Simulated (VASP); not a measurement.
# SnTe (F-43m) in VASP: a series of runs, part 2 of 3

VASP 6.6.1.

**4. Band structure, r2SCAN**

INCAR reads:

```
SYSTEM = SnTe
  ALGO = Normal
  EDIFF = 1E-7
  ENCUT = 520
  ISIF = 2
  ISMEAR = 0
  LASPH = .True.
  LCHARG = .False.
  LMIXTAU = .True.
  LREAL = .False.
  LWAVE = .False.
  METAGGA = R2SCAN
  NBANDS = 17
  NELM = 60
  PREC = Accurate
  SIGMA = 0.02
```

KPOINTS reads:

```
k-points
0
Gamma
  8 8 8
  0 0 0
```

POSCAR reads:

```
SnTe
1.0
    0.0000000000      3.6111460000      3.6111460000
    3.6111460000      0.0000000000      3.6111460000
    3.6111460000      3.6111460000      0.0000000000
Te Sn
1 1
Direct
    0.2500000000      0.2500000000      0.2500000000
    0.0000000000      0.0000000000      0.0000000000
```

KPOINTS_OPT reads:

```
path GXWKGLUWLK,UX
20
line-mode
reciprocal
 0.0000000000  0.0000000000  0.0000000000  G
 0.5000000000  0.0000000000  0.5000000000  X

 0.5000000000  0.0000000000  0.5000000000  X
 0.5000000000  0.2500000000  0.7500000000  W

 0.5000000000  0.2500000000  0.7500000000  W
 0.3750000000  0.3750000000  0.7500000000  K

 0.3750000000  0.3750000000  0.7500000000  K
 0.0000000000  0.0000000000  0.0000000000  G

 0.0000000000  0.0000000000  0.0000000000  G
 0.5000000000  0.5000000000  0.5000000000  L

 0.5000000000  0.5000000000  0.5000000000  L
 0.6250000000  0.2500000000  0.6250000000  U

 0.6250000000  0.2500000000  0.6250000000  U
 0.5000000000  0.2500000000  0.7500000000  W

 0.5000000000  0.2500000000  0.7500000000  W
 0.5000000000  0.5000000000  0.5000000000  L

 0.5000000000  0.5000000000  0.5000000000  L
 0.3750000000  0.3750000000  0.7500000000  K

 0.6250000000  0.2500000000  0.6250000000  U
 0.5000000000  0.0000000000  0.5000000000  X
```

Potentials or basis: VASP PAW PBE potentials, release 64 (Te, Sn_d).

Launch:

```sh
cat potpaw_PBE.64/Te/POTCAR potpaw_PBE.64/Sn_d/POTCAR > POTCAR
mpirun -np 1 vasp_std > vasp.out
```

OUTCAR:

```text
SYSTEM = SnTe
   EDIFF = 1E-7
   ENCUT = 520
   ISIF = 2
   ISMEAR = 0
   LASPH = .True.
   LREAL = .False.
   METAGGA = R2SCAN
   NELM = 60
   PREC = Accurate

 ion  position               nearest neighbor table
   1  0.250  0.250  0.250-   2 3.13   2 3.13   2 3.13   2 3.13
   2  0.000  0.000  0.000-   1 3.13   1 3.13   1 3.13   1 3.13

  LATTYP: Found a face centered cubic cell.
 ALAT       =     7.2222920000

  Lattice vectors:

 A1 = (   0.0000000000,   3.6111460000,   3.6111460000)
 A2 = (   3.6111460000,   0.0000000000,   3.6111460000)
 A3 = (   3.6111460000,   3.6111460000,   0.0000000000)
[... 649 lines left out ...]
      4     -19.4484      2.00000
      5     -19.4480      2.00000
      6      -8.2712      2.00000
[... 9 lines left out ...]
     16      10.3913      0.00000
     17      10.8837      0.00000

 [... further k-points ...]
[... 5 lines left out ...]
  --------------------------------------------------------------------------------------
  -------------------------------------------------------------------------------------
  Total       -0.3467622     -0.3467622     -0.3467622      0.0000000      0.0000000      0.0000000
  in kB       -5.8989834     -5.8989834     -5.8989834      0.0000000      0.0000000      0.0000000
  external PRESSURE =      -5.8989834 kB  Pullay stress =       0.0000000 kB

 VOLUME and BASIS-vectors are now :
 -----------------------------------------------------------------------------
  energy-cutoff  :      520.00
  volume of cell :       94.18
      direct lattice vectors                 reciprocal lattice vectors
     0.000000000  3.611146000  3.611146000    -0.138460201  0.138460201  0.138460201
     3.611146000  0.000000000  3.611146000     0.138460201 -0.138460201  0.138460201
     3.611146000  3.611146000  0.000000000     0.138460201  0.138460201 -0.138460201

 POSITION                                       TOTAL-FORCE (eV/Angst)
 -----------------------------------------------------------------------------------
      1.80557      1.80557      1.80557        -0.000000     -0.000000     -0.000000
      0.00000      0.00000      0.00000         0.000000      0.000000      0.000000
 -----------------------------------------------------------------------------------
    total drift:                                0.000002      0.000002      0.000002

  FREE ENERGIE OF THE ION-ELECTRON SYSTEM (eV)
  ---------------------------------------------------
  free  energy   TOTEN  =       -50.0643474532 eV

  energy  without entropy=      -50.0643474531  energy(sigma->0) =      -50.06434745
```

OSZICAR:

```text
N       E                     dE             d eps       ncg     rms          rms(c)
DAV:   1     0.818526189328E+02    0.81853E+02   -0.93185E+03   986   0.117E+03
DAV:   2    -0.410175502232E+02   -0.12287E+03   -0.12020E+03  1050   0.303E+02
DAV:   3    -0.529802878728E+02   -0.11963E+02   -0.11912E+02  1199   0.927E+01
DAV:   4    -0.533440162928E+02   -0.36373E+00   -0.36356E+00  1165   0.169E+01
DAV:   5    -0.533599987242E+02   -0.15982E-01   -0.15982E-01  1433   0.340E+00    0.413E+00
DAV:   6    -0.504684919004E+02    0.28915E+01   -0.85124E-01  1002   0.129E+01    0.344E+00
DAV:   7    -0.497329510022E+02    0.73554E+00   -0.61737E-01  1000   0.701E+00    0.925E-01
DAV:   8    -0.500435148480E+02   -0.31056E+00   -0.78260E-01   988   0.486E+00    0.695E-01
DAV:   9    -0.500216717156E+02    0.21843E-01   -0.55030E-02   990   0.191E+00    0.650E-01
DAV:  10    -0.500677984183E+02   -0.46127E-01   -0.69712E-03  1015   0.843E-01    0.751E-01
[... 69 further cycles ...]
DAV:   9    -0.626554007689E+04   -0.37755E-07      889
       N       E                     dE             ncg
DAV:   1    -0.708368758037E+03   -0.16951E+05      886
DAV:   2    -0.377511493309E+04   -0.30667E+04      935
DAV:   3    -0.407736633637E+04   -0.30225E+03     1150
DAV:   4    -0.408627967339E+04   -0.89133E+01     1027
DAV:   5    -0.408672548183E+04   -0.44581E+00     1396
DAV:   6    -0.408673085586E+04   -0.53740E-02     1059
DAV:   7    -0.408673102098E+04   -0.16512E-03     1407
DAV:   8    -0.408673102263E+04   -0.16527E-05     1130
DAV:   9    -0.408673102267E+04   -0.32960E-07      974
```

Run time: 20 min. Hardware: 1 thread of Intel Xeon Platinum 8375C at 2.90GHz (Ice Lake), shared host; peak memory 0.28 GiB.

Results:

| Property | Result |
| --- | --- |
| Free energy | -50.0643 eV |
| Pressure | -0.6 GPa |
| Band gap on the k mesh | 0.15 eV, indirect (least direct gap 0.89 eV) |
| Band gap along the path | 0.15 eV, indirect (least direct gap 0.89 eV) |

Levels at the corners of the path, in eV from the valence-band top:
```
point  band 7  band 8  band 9  band 10  band 11  band 12  band 13  band 14
    Γ   -5.25   -2.15   -2.15    -2.15     1.05     1.05     1.05     4.25
    X   -7.70   -3.38   -3.38    -0.74     0.15     4.09     4.09     5.67
    X   -7.70   -3.38   -3.38    -0.74     0.15     4.09     4.09     5.67
    W   -7.68   -3.65   -3.55     0.00     1.48     2.30     3.25     5.57
    W   -7.68   -3.65   -3.55     0.00     1.48     2.30     3.25     5.57
    K   -7.65   -3.78   -3.19    -0.54     1.23     3.22     3.34     4.93
    K   -7.65   -3.78   -3.19    -0.54     1.23     3.22     3.34     4.93
    Γ   -5.25   -2.15   -2.15    -2.15     1.05     1.05     1.05     4.25
    Γ   -5.25   -2.15   -2.15    -2.15     1.05     1.05     1.05     4.25
    L   -7.31   -2.70   -2.70    -2.12     1.89     1.89     3.59     5.85
    L   -7.31   -2.70   -2.70    -2.12     1.89     1.89     3.59     5.85
    U   -7.65   -3.78   -3.19    -0.54     1.23     3.22     3.34     4.93
    U   -7.65   -3.78   -3.19    -0.54     1.23     3.22     3.34     4.93
    W   -7.68   -3.65   -3.55     0.00     1.48     2.30     3.25     5.57
    W   -7.68   -3.65   -3.55     0.00     1.48     2.30     3.25     5.57
    L   -7.31   -2.70   -2.70    -2.12     1.89     1.89     3.59     5.85
    L   -7.31   -2.70   -2.70    -2.12     1.89     1.89     3.59     5.85
    K   -7.65   -3.78   -3.19    -0.54     1.23     3.22     3.34     4.93
    U   -7.65   -3.78   -3.19    -0.54     1.23     3.22     3.34     4.93
    X   -7.70   -3.38   -3.38    -0.74     0.15     4.09     4.09     5.67
```

Caveat: the PAW data sets were made with another functional, which shifts forces and pressure a little; spin-orbit coupling is left out, which moves the levels of the heavy elements.

**5. Band structure, TB-mBJ**

POSCAR is that of step 4.

INCAR.step1 reads:

```
SYSTEM = SnTe
  ALGO = Normal
  EDIFF = 1E-5
  ENCUT = 520
  GGA = PE
  ISIF = 2
  ISMEAR = 0
  LASPH = .True.
  LCHARG = .False.
  LREAL = .False.
  LWAVE = .True.
  NBANDS = 17
  NELM = 60
  PREC = Accurate
  SIGMA = 0.02
```

INCAR.step2 reads:

```
SYSTEM = SnTe
  ALGO = Normal
  EDIFF = 1E-7
  ENCUT = 520
  ISIF = 2
  ISMEAR = 0
  ISTART = 1
  LASPH = .True.
  LCHARG = .False.
  LREAL = .False.
  LWAVE = .False.
  METAGGA = MBJ
  NBANDS = 17
  NELM = 60
  PREC = Accurate
  SIGMA = 0.02
```

KPOINTS is that of step 4.

KPOINTS_OPT is that of step 4.

Launch:

```sh
cat potpaw_PBE.64/Te/POTCAR potpaw_PBE.64/Sn_d/POTCAR > POTCAR
cp INCAR.step1 INCAR
mpirun -np 1 vasp_std > vasp.out
cp INCAR.step2 INCAR
mpirun -np 1 vasp_std > vasp.out
```

Run time: 8.4 min. Hardware: 1 thread of Intel Xeon Platinum 8375C at 2.90GHz (Ice Lake), shared host; peak memory 0.31 GiB.

It converged, with:

| Quantity | Value |
| --- | --- |
| Band gap on the k mesh | 0.54 eV, indirect (least direct gap 1.15 eV) |
| Band gap along the path | 0.54 eV, indirect (least direct gap 1.15 eV) |

Levels at the corners of the path, in eV from the valence-band top:
| point | band 6 | band 7 | band 8 | band 9 | band 10 | band 11 | band 12 | band 13 | band 14 | band 15 |
| --- | --- | --- | --- | --- | --- | --- | --- | --- | --- | --- |
| Γ | -11.50 | -4.92 | -2.09 | -2.09 | -2.09 | 1.18 | 1.18 | 1.18 | 4.95 | 6.45 |
| X | -10.75 | -7.25 | -3.18 | -3.18 | -0.61 | 0.54 | 4.06 | 4.06 | 5.82 | 6.85 |
| X | -10.75 | -7.25 | -3.18 | -3.18 | -0.61 | 0.54 | 4.06 | 4.06 | 5.82 | 6.85 |
| W | -10.75 | -7.23 | -3.41 | -3.31 | 0.00 | 1.66 | 2.56 | 3.34 | 5.68 | 6.49 |
| W | -10.75 | -7.23 | -3.41 | -3.31 | 0.00 | 1.66 | 2.56 | 3.34 | 5.68 | 6.49 |
| K | -10.77 | -7.20 | -3.51 | -3.01 | -0.42 | 1.44 | 3.34 | 3.34 | 5.13 | 6.76 |
| K | -10.77 | -7.20 | -3.51 | -3.01 | -0.42 | 1.44 | 3.34 | 3.34 | 5.13 | 6.76 |
| Γ | -11.50 | -4.92 | -2.09 | -2.09 | -2.09 | 1.18 | 1.18 | 1.18 | 4.95 | 6.45 |
| Γ | -11.50 | -4.92 | -2.09 | -2.09 | -2.09 | 1.18 | 1.18 | 1.18 | 4.95 | 6.45 |
| L | -10.97 | -6.87 | -2.58 | -2.58 | -1.87 | 1.99 | 1.99 | 3.66 | 6.39 | 6.86 |
| L | -10.97 | -6.87 | -2.58 | -2.58 | -1.87 | 1.99 | 1.99 | 3.66 | 6.39 | 6.86 |
| U | -10.77 | -7.20 | -3.51 | -3.01 | -0.42 | 1.44 | 3.34 | 3.34 | 5.13 | 6.76 |
| U | -10.77 | -7.20 | -3.51 | -3.01 | -0.42 | 1.44 | 3.34 | 3.34 | 5.13 | 6.76 |
| W | -10.75 | -7.23 | -3.41 | -3.31 | 0.00 | 1.66 | 2.56 | 3.34 | 5.68 | 6.49 |
| W | -10.75 | -7.23 | -3.41 | -3.31 | 0.00 | 1.66 | 2.56 | 3.34 | 5.68 | 6.49 |
| L | -10.97 | -6.87 | -2.58 | -2.58 | -1.87 | 1.99 | 1.99 | 3.66 | 6.39 | 6.86 |
| L | -10.97 | -6.87 | -2.58 | -2.58 | -1.87 | 1.99 | 1.99 | 3.66 | 6.39 | 6.86 |
| K | -10.77 | -7.20 | -3.51 | -3.01 | -0.42 | 1.44 | 3.34 | 3.34 | 5.13 | 6.76 |
| U | -10.77 | -7.20 | -3.51 | -3.01 | -0.42 | 1.44 | 3.34 | 3.34 | 5.13 | 6.76 |
| X | -10.75 | -7.25 | -3.18 | -3.18 | -0.61 | 0.54 | 4.06 | 4.06 | 5.82 | 6.85 |

Caveat: the PAW data sets were made with another functional, which shifts forces and pressure a little; spin-orbit coupling is left out, which moves the levels of the heavy elements.

[end of part 2 of 3]
